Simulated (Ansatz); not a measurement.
**TiSi31: frames of a relaxation, Ti_Si, charge +0, atoms relaxed at the host's cell**

Computed with the plane-wave PAW code Ansatz (scalar-relativistic, PAW set soft_2): PBEsol, no spin polarisation, 420 eV cutoff, k-mesh 2×2×2 shifted by half a step.

Positions in Å and forces in eV/Å; free energies count from the last frame.

```
32
Lattice="-5.434 -5.434 -5.434 5.434 5.434 -5.434 5.434 -5.434 5.434" Properties=species:S:1:pos:R:3:forces:R:3 pbc="T T T" step=1 dE=0.437eV
Ti    4.075   -1.358   -4.075    0.000    0.000    0.000
Si    4.075   -4.075   -1.358   -0.035   -0.049    0.049
Si    6.792   -1.358   -1.358    0.049    0.035    0.049
Si   -1.358   -1.358   -4.075    0.000    0.000    0.000
Si    1.358    1.358   -4.075   -0.049    0.049   -0.035
Si    4.075    4.075   -4.075    0.000    0.000    0.000
Si   -1.358   -4.075   -1.358   -0.035    0.049   -0.049
Si    1.358   -1.358   -1.358   -0.049   -0.035    0.049
Si    4.075    1.358   -1.358    0.035    0.049    0.049
Si    1.358   -1.358   -6.792   -0.049    0.035   -0.049
Si    1.358   -4.075    1.358    0.049    0.049    0.035
Si    4.075   -1.358    1.358    0.000    0.000    0.000
Si    1.358   -4.075   -4.075   -0.049   -0.049    0.035
Si    4.075   -4.075    4.075    0.035   -0.049   -0.049
Si    1.358   -6.792   -1.358    0.049   -0.035   -0.049
Si   -4.075   -4.075   -4.075    0.049   -0.049   -0.035
Si    2.717   -2.717   -5.434   -0.957   -0.957   -0.957
Si    2.717   -5.434   -2.717    0.027   -0.009   -0.027
Si    5.434   -2.717   -2.717    0.957   -0.957    0.957
Si   -2.717   -2.717   -5.434    0.009    0.027    0.027
Si    0.000    0.000   -5.434   -0.009   -0.027    0.027
Si    2.717    2.717   -5.434    0.027    0.009    0.027
Si   -2.717   -5.434   -2.717    0.027   -0.027   -0.009
Si    0.000   -2.717   -2.717   -0.009    0.027   -0.027
Si    2.717    0.000   -2.717   -0.957    0.957    0.957
Si    5.434    2.717   -2.717   -0.027    0.009   -0.027
Si    0.000   -5.434    0.000    0.957    0.957   -0.957
Si    2.717   -2.717    0.000    0.027    0.027    0.009
Si    5.434    0.000    0.000   -0.027   -0.027    0.009
Si    2.717   -5.434    2.717    0.009   -0.027   -0.027
Si    5.434   -2.717    2.717   -0.027    0.027   -0.009
Si    0.000    0.000    0.000   -0.027   -0.009    0.027
```

```
32
Lattice="-5.434 -5.434 -5.434 5.434 5.434 -5.434 5.434 -5.434 5.434" Properties=species:S:1:pos:R:3:forces:R:3 pbc="T T T" step=2 dE=0.010eV
Ti    4.075   -1.358   -4.075    0.000    0.000    0.000
Si    4.071   -4.099   -1.335    0.020    0.041   -0.041
Si    6.816   -1.354   -1.335   -0.041   -0.020   -0.041
Si   -1.358   -1.358   -4.075    0.000    0.000    0.000
Si    1.335    1.382   -4.080    0.041   -0.041    0.020
Si    4.075    4.075   -4.075    0.000    0.000    0.000
Si   -1.363   -4.052   -1.382    0.020   -0.041    0.041
Si    1.335   -1.363   -1.335    0.041    0.020   -0.041
Si    4.080    1.382   -1.335   -0.020   -0.041   -0.041
Si    1.335   -1.354   -6.816    0.041   -0.020    0.041
Si    1.382   -4.052    1.363   -0.041   -0.041   -0.020
Si    4.075   -1.358    1.358    0.000    0.000    0.000
Si    1.335   -4.099   -4.071    0.041    0.041   -0.020
Si    4.080   -4.099    4.052   -0.020    0.041    0.041
Si    1.382   -6.797   -1.382   -0.041    0.020    0.041
Si   -4.052   -4.099   -4.080   -0.041    0.041    0.020
Si    2.650   -2.784   -5.501   -0.121   -0.121   -0.121
Si    2.726   -5.431   -2.726    0.032   -0.060   -0.032
Si    5.501   -2.784   -2.650    0.121   -0.121    0.121
Si   -2.720   -2.707   -5.424    0.060    0.032    0.032
Si    0.003   -0.009   -5.424   -0.060   -0.032    0.032
Si    2.726    2.714   -5.424    0.032    0.060    0.032
Si   -2.707   -5.443   -2.714    0.032   -0.032   -0.060
Si    0.003   -2.707   -2.726   -0.060    0.032   -0.032
Si    2.650    0.067   -2.650   -0.121    0.121    0.121
Si    5.424    2.714   -2.726   -0.032    0.060   -0.032
Si    0.067   -5.366   -0.067    0.121    0.121   -0.121
Si    2.726   -2.707   -0.003    0.032    0.032    0.060
Si    5.424   -0.009   -0.003   -0.032   -0.032    0.060
Si    2.714   -5.443    2.707    0.060   -0.032   -0.032
Si    5.424   -2.707    2.720   -0.032    0.032   -0.060
Si   -0.009    0.003    0.009   -0.032   -0.060    0.032
```

```
32
Lattice="-5.434 -5.434 -5.434 5.434 5.434 -5.434 5.434 -5.434 5.434" Properties=species:S:1:pos:R:3:forces:R:3 pbc="T T T" step=4 dE=0.000eV
Ti    4.075   -1.358   -4.075    0.000    0.000    0.000
Si    4.068   -4.098   -1.336    0.012    0.016   -0.016
Si    6.815   -1.351   -1.336   -0.016   -0.012   -0.016
Si   -1.358   -1.358   -4.075    0.000    0.000    0.000
Si    1.336    1.381   -4.083    0.016   -0.016    0.012
Si    4.075    4.075   -4.075    0.000    0.000    0.000
Si   -1.366   -4.052   -1.381    0.012   -0.016    0.016
Si    1.336   -1.366   -1.336    0.016    0.012   -0.016
Si    4.083    1.381   -1.336   -0.012   -0.016   -0.016
Si    1.336   -1.351   -6.815    0.016   -0.012    0.016
Si    1.381   -4.052    1.366   -0.016   -0.016   -0.012
Si    4.075   -1.358    1.358    0.000    0.000    0.000
Si    1.336   -4.098   -4.068    0.016    0.016   -0.012
Si    4.083   -4.098    4.052   -0.012    0.016    0.016
Si    1.381   -6.800   -1.381   -0.016    0.012    0.016
Si   -4.052   -4.098   -4.083   -0.016    0.016    0.012
Si    2.640   -2.794   -5.511   -0.009   -0.009   -0.009
Si    2.728   -5.437   -2.728    0.006   -0.007   -0.006
Si    5.511   -2.794   -2.640    0.009   -0.009    0.009
Si   -2.714   -2.706   -5.423    0.007    0.006    0.006
Si   -0.003   -0.011   -5.423   -0.007   -0.006    0.006
Si    2.728    2.720   -5.423    0.006    0.007    0.006
Si   -2.706   -5.444   -2.720    0.006   -0.006   -0.007
Si   -0.003   -2.706   -2.728   -0.007    0.006   -0.006
Si    2.640    0.077   -2.640   -0.009    0.009    0.009
Si    5.423    2.720   -2.728   -0.006    0.007   -0.006
Si    0.077   -5.357   -0.077    0.009    0.009   -0.009
Si    2.728   -2.706    0.003    0.006    0.006    0.007
Si    5.423   -0.011    0.003   -0.006   -0.006    0.007
Si    2.720   -5.444    2.706    0.007   -0.006   -0.006
Si    5.423   -2.706    2.714   -0.006    0.006   -0.007
Si   -0.011   -0.003    0.011   -0.006   -0.007    0.006
```
